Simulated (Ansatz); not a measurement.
The system is ZnS.

```
Zn S
1.0
     0.00000    2.70200    2.70200
     2.70200    0.00000    2.70200
     2.70200    2.70200    0.00000
Zn S
1 1
Direct
  0.75000 0.75000 0.75000
  0.00000 0.00000 0.00000
```

Base run:

```yaml
Program: Ansatz 0.2.0
Functional: revPBE
Potentials_or_basis: Ansatz PAW
Cutoff: "420 eV (not typed: the program's choice for these potentials)"
k_mesh: 9 × 9 × 9
Occupations: fermi-dirac, width 0.05 eV
Spin: no spin polarisation
```

Its results: band gap on the k mesh 2.23 eV, direct; pressure 3.5 GPa.

Problem. The run is repeated on the same cell with these changes: functional from revPBE to PBE; cutoff from 420 eV (not typed: the program's choice for these potentials) to 300 eV. What comes out?

Solution. Band gap on the k mesh 2.13 eV, direct; pressure 1.9 GPa.

PBE binds more tightly than revPBE, so the same cell stands under less pressure.

Caveats: the PAW data sets come from PBE, with cores solved anew for the run's functional, which leaves a small shift of forces and pressure (some runs); odd divisions of the mesh miss points on the zone boundary, where band edges often lie, so the gap on the mesh can be too wide (some runs); the pressure holds a Pulay correction of +5.0 GPa for the finite cutoff (some runs); the cutoff lies under the one recommended for these potentials (some runs).
